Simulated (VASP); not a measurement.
The system is NiO.

```
Ni O
1.0
     0.00000    2.09131    2.09131
     2.09131    0.00000    2.09131
     2.09131    2.09131    0.00000
Ni O
1 1
Direct
  0.00000 0.00000 0.00000
  0.50000 0.50000 0.50000
```

Base run:

```yaml
Program: VASP 6.6.1
Functional: LDA
Potentials_or_basis: VASP PAW LDA potentials, release 64 (Ni, O)
Cutoff: 520 eV
k_mesh: 8 × 8 × 8
Occupations: gaussian, width 0.05 eV
Spin: collinear spin, ferromagnetic start
Starting_moments: "[1.0, 0.0] μB"
```

Its results: pressure -20.4 GPa; site moments Ni +0.60; O +0.11 μB.

Task: The run is repeated on the same cell with these changes: further incar settings from ALGO = Normal; EDIFF = 1e-06; NBANDS = 19 to ALGO = Normal; EDIFF = 1e-07; fixed moment from none to 3 μB. What comes out?

Result: Pressure 16.2 GPa; site moments Ni +2.01; O +0.74 μB.

Caveats: a cell with one magnetic atom can't hold antiferromagnetic order, which such compounds often take; so large a pressure means that the cell lies far from this level's equilibrium, or that cutoff or potentials fall short (some runs); the moment is held away from its start (some runs); the total moment is fixed, so each spin has its own Fermi level (some runs).
